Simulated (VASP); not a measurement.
A run of VASP 6.6.1 is set up as follows.

The input INCAR:

```
  PREC = Accurate
  ENCUT = 520
  EDIFF = 1E-6
  ISMEAR = 0
  SIGMA = 0.1
  LREAL = F
  LASPH = T
  NELM = 120
  ALGO = Normal
  ISIF = 3
  LWAVE = F
  LCHARG = F
  GGA = PE
  IBRION = 2
  NSW = 90
  EDIFFG = -0.01
```

The input KPOINTS:

```
Automatic mesh
0
Gamma
  7 7 7
```

Contents of POSCAR:

```
SnTe
1.0
    0.0000000000      3.1508500000      3.1508500000
    3.1508500000      0.0000000000      3.1508500000
    3.1508500000      3.1508500000      0.0000000000
Sn Te
1 1
Direct
    0.0000000000      0.0000000000      0.0000000000
    0.5000000000      0.5000000000      0.5000000000
```

Potentials or basis: VASP PAW PBE potentials, release 64 (Sn_d, Te).

Launch:

```bash
$ cat potpaw_PBE.64/Sn_d/POTCAR potpaw_PBE.64/Te/POTCAR > POTCAR
$ mpirun -np 1 vasp_std > vasp.out
```

What does it give for the relaxed cell?

a = 4.530 Å, b = 4.530 Å, c = 4.530 Å, α = 60.00°, β = 60.00°, γ = 60.00°.

Predict the space group after relaxing (to 0.05 Å).

Fm-3m (No. 225).

What does it give for the relaxed volume?

32.87 Å³/atom.

Step by step:
| step | energy change (eV) | largest force (eV/Å) | pressure (GPa) | volume (Å³) |
| --- | --- | --- | --- | --- |
| 1 | 0.0000 | 0.0000 | 2.17 | 62.56 |
| 2 | -0.0196 | 0.0000 | -0.43 | 66.48 |
| 3 | -0.0207 | 0.0000 | -0.02 | 65.74 |

 Zero-point motion and thermal expansion aren't in these numbers.
